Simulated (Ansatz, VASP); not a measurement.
# CdI4: VASP beside Ansatz

```
Cd I
1.0
     6.23337    0.00000    0.00000
     0.00000    6.23337    0.00000
     0.00000    0.00000    6.23337
Cd I
1 4
Direct
  0.50000 0.50000 0.50000
  0.50000 0.00000 0.00000
  0.00000 0.50000 0.00000
  0.00000 0.00000 0.50000
  0.00000 0.00000 0.00000
```

Alike in both runs: task relaxation of cell and atoms; functional PBE; k mesh 6 × 6 × 6; occupations gaussian, width 0.1 eV; no spin polarisation.

|  | VASP | Ansatz |
| --- | --- | --- |
| version | VASP 6.6.1 | Ansatz 0.2.0 |
| potentials or method | VASP PAW PBE potentials, release 64 (Cd, I) | scalar-relativistic, plane waves, PAW |
| plane-wave cutoff (eV) | 600 | 420 |
| valence electrons in the cell | 40 | 88 |

|  | VASP | Ansatz | Ansatz less VASP |
| --- | --- | --- | --- |
| gap on the k mesh at the Fermi level, each at its own relaxed structure (eV) | none | none | - |
| relaxed volume (Å³/atom) | 48.27 | 48.44 | +0.171 |
| relaxed cell length with the largest relative difference (Å) | 6.226 | 6.233 | +0.0073 |

A gap of «none» marks a metal or a gap that the smearing closes. The two sets of potentials don't hold the same shells in valence.

The runs have no spin-orbit coupling, so splittings on I are missing.
